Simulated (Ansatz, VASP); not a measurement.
# One calculation of Pb3O, two programs

```
CELL_PARAMETERS angstrom
-3.01683 3.01683 3.01683
3.01683 -3.01683 3.01683
3.01683 3.01683 -3.01683
ATOMIC_POSITIONS crystal
Pb 0.00000 0.50000 0.50000
Pb 0.50000 0.00000 0.50000
Pb 0.50000 0.50000 0.00000
O 0.00000 0.00000 0.00000
```

Alike in both runs: task relaxation of cell and atoms; functional PBE; k mesh 12 × 12 × 12; occupations gaussian, width 0.1 eV; no spin polarisation.

|  | VASP | Ansatz |
| --- | --- | --- |
| version | VASP 6.6.1 | Ansatz 0.2.0 |
| potentials or method | VASP PAW PBE potentials, release 64 (Pb_d, O) | scalar-relativistic, plane waves, PAW |
| plane-wave cutoff (eV) | 600 | 420 |
| valence electrons in the cell | 48 | 48 |

|  | VASP | Ansatz | Ansatz less VASP |
| --- | --- | --- | --- |
| gap on the k mesh at the Fermi level, each at its own relaxed structure (eV) | none | none | - |
| relaxed volume (Å³/atom) | 27.06 | 27.10 | +0.044 |
| relaxed cell length with the largest relative difference (Å) | 5.200 | 5.203 | +0.0028 |

A gap of «none» marks a metal or a gap that the smearing closes.

Spin-orbit coupling is left out, which matters for the levels of Pb.
